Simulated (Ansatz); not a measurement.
**Sr: substituted relatives**

One table from this session's results is given with a row withheld; the runs are named, their logs left out.

The COD cell was measured well above room temperature, so it is larger than a cold one.

Method: DFT PBEsol, scalar-relativistic, plane waves, PAW, in Ansatz 0.2.0.

2 further runs of the same task are left out: 2 set aside as unsound or not needed. Runs told in other sessions of the task aren't counted.

### Starting point

The structure is cubic, space group Im-3m (No. 229). The conventional cell has a = 4.670 Å, b = 4.670 Å, c = 4.670 Å, α = 90.00°, β = 90.00°, γ = 90.00°. Around Sr (site symmetry m-3m) lie 8 Sr at 4.04 Å.

Structure file:

```xyz
1
Lattice="-2.3350 2.3350 2.3350 2.3350 -2.3350 2.3350 2.3350 2.3350 -2.3350" Properties=species:S:1:pos:R:3 pbc="T T T"
Sr    0.0000    0.0000    0.0000
```

It is the result of an earlier relaxation at this level (volume 50.92 Å³/atom; gap on the mesh: none (metal)).

Set-up of the first run:

Input file input.yaml:

```yaml
crystal:
  lattice:
    - [-1.7826234202, 1.7826234202, 1.7826234202]
    - [1.7826234202, -1.7826234202, 1.7826234202]
    - [1.7826234202, 1.7826234202, -1.7826234202]
  atoms:
    - { symbol: Fe, position: [0.0, 0.0, 0.0], spin: 4.0 }
basis:
  ecutwfc: 420
kpoints:
  mp_grid: { grid: [8, 8, 8] }
hamiltonian:
  xc: pbesol
scf:
  occupations: { method: gaussian, width: 0.1 }
  lower_state_search: "off"
output:
  forces: true
  stress: true
  eigenvalues: true
  populations: true
magnetization:
  spin_polarized: true
```

Launch:

```bash
> ansatz run input.yaml --threads 1 --pin off --max-ram 2560MiB --backend cpu --events-out ev --progress --plain --runs-dir out
```

Among the steps run: A first look at the start (Fe); A loose first relaxation (Fe); Full relaxation (Fe); Probe: one point at the start (Cu); Rough relaxation on the coarse mesh (Cu); The relaxation (Cu).

One table of the session follows, with a row left open; its other results are not shown here.

Lengths are those of the vectors of the cell that was run:

| swap | volume (Å³/atom) | a (Å) | b (Å) | c (Å) | moment (μB/cell) |
| --- | --- | --- | --- | --- | --- |
| none | 50.92 | 4.044 | 4.044 | 4.044 | 0.00 |
| Sr → Ni | 10.46 | 2.386 | 2.386 | 2.386 | 0.52 |
| Sr → Ca | 40.38 | 3.743 | 3.743 | 3.743 | 0.00 |
| Sr → Ba | 57.73 | 4.217 | 4.217 | 4.217 | 0.00 |
| Sr → Co | 10.58 | 2.396 | 2.396 | 2.396 | 1.72 |
| Sr → Fe | ? | ? | ? | ? | ? |
| Sr → Cu | 11.35 | 2.452 | 2.452 | 2.452 | 0.00 |

**Question.** Estimate the row for Sr → Fe.

The run gave: volume (Å³/atom): 10.81; a (Å): 2.413; b (Å): 2.413; c (Å): 2.413; moment (μB/cell): 2.08. In the column «volume (Å³/atom)» it lies between Sr → Co (10.58) and Sr → Cu (11.35).

Lengths are those of the computed cell. Rows of earlier swaps come from the sessions before.

To keep in mind: Some of these crystals carry a moment and others none; one magnetic start was tried for each, so other orders may lie lower.
